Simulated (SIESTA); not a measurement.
**Sb under changes of volume**

One of the cells (27.187 Å³/atom); the others are scaled copies at fixed shape and fractional positions:

```
Sb
1.0
     3.37675    0.00000    0.00000
    -1.68837    2.92435    0.00000
     0.00000    0.00000    5.50639
Sb
2
Direct
  0.66667 0.33333 0.75000
  0.33333 0.66667 0.25000
```

This isn't the form of Sb at room conditions, which is rhombohedral.

* Program: SIESTA 5.4.2
* Functional: PBEsol
* Potentials or basis: PseudoDojo 0.4 standard (PBEsol files)
* Basis: DZP (energy shift 0.003 Ry; two zetas on semicore shells)
* Grid cutoff: 500 Ry
* Energy shift: 0.003 Ry
* k mesh: 9 × 9 × 5
* Occupations: fermi-dirac, width 0.05 eV
* Spin: no spin polarisation

| volume (Å³/atom) | energy over the lowest point (meV/atom) | pressure (GPa) |
| --- | --- | --- |
| 25.055 | ? | ? |
| 25.588 | 10.15 | 3.4 |
| 26.121 | 2.02 | 1.7 |
| 27.187 | 0.00 | -1.0 |
| 27.720 | 5.22 | -2.2 |
| 28.253 | 14.16 | -3.2 |

**Question.** What does the run at 25.055 Å³/atom give?

**Answer.** Energy over the lowest point 24.26 meV/atom; pressure 5.3 GPa.

Worked out: A Birch-Murnaghan fit of order 3 (a polynomial in V^(-2/3)) to the other rows has its minimum at 26.77 Å³/atom with B0 = V·E''(V) = 66 GPa and B' = 3.7 at fixed shape and positions, which overstates the stiffness. It gives 23.64 meV/atom at 25.055 Å³/atom, against the run's 24.26, and -dE/dV = 4.9 GPa, against 5.3.

Energies are extrapolated to zero smearing.

Caveats: the basis of atomic orbitals isn't converged, which shifts pressures, moduli and gaps.
